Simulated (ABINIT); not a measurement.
## C: equation of state with PBEsol

**The experiment to reproduce.**

From “Equation of state of cubic boron nitride at high pressures and temperatures”, 2007, arxiv:cond-mat/0702656, for a bulk crystal of C: bulk modulus 442 ± 5 GPa.

The system is C.

```
C
1.0
     0.00000    1.78337    1.78337
     1.78337    0.00000    1.78337
     1.78337    1.78337    0.00000
C
2
Direct
  0.75000 0.75000 0.75000
  0.50000 0.50000 0.50000
```

This isn't the form of C at room conditions, which is graphite.

```json
{
 "Program": "ABINIT 10.8.3 (patched build)",
 "Task": "equation of state",
 "Functional": "PBEsol",
 "Potentials or basis": "JTH PAW PBE v2.0",
 "Cutoff": "408 eV",
 "k mesh": "13 × 13 × 13",
 "Occupations": "fermi-dirac, width 0.05 eV",
 "Spin": "no spin polarisation",
 "Fine-grid cutoff": "816.342 eV",
 "Exchange and correlation inside the PAW spheres": "full angular mesh (pawxcdev 0, this build's default; the released program takes 1)"
}
```

- Equilibrium volume: 5.61 Å³/atom
- Bulk modulus: 450 GPa
- Pressure derivative of the bulk modulus: 3.8 (rough: it moves with the points fitted)

Energy against volume, from the lowest point:
```csv
volume (Å³/atom),energy (meV/atom)
5.332,20.06
5.445,6.25
5.558,0.00
5.672,0.43
5.785,6.97
5.899,18.93
6.012,36.12
```

Run time: 39 s on 1 thread of Arm Neoverse V1, on a shared host, peak memory 0.11 GiB.

A measured bulk modulus of C is 442 GPa (quoted in “Equation of state of cubic boron nitride at high pressures and temperatures”, 2007, arxiv:cond-mat/0702656); the calculated 450 GPa misses it by +1.9 %. 3 values of this kind are on record (442 to 444.8 GPa); this one was drawn at random among those near their median, those with a stated uncertainty first. The fit is for a static lattice scaled at fixed shape and fixed fractional positions. The cell as given is a measured one (5.67 Å³/atom); PBEsol puts the equilibrium volume -1.1 % from it, thermal expansion not counted.

Caveat: the cutoff is too short for stress, so the log's stress isn't used; pressures at fixed basis lie under the slope of the energies; the PAW data sets were made with another functional, which shifts forces and pressure a little; the atomic spheres overlap.
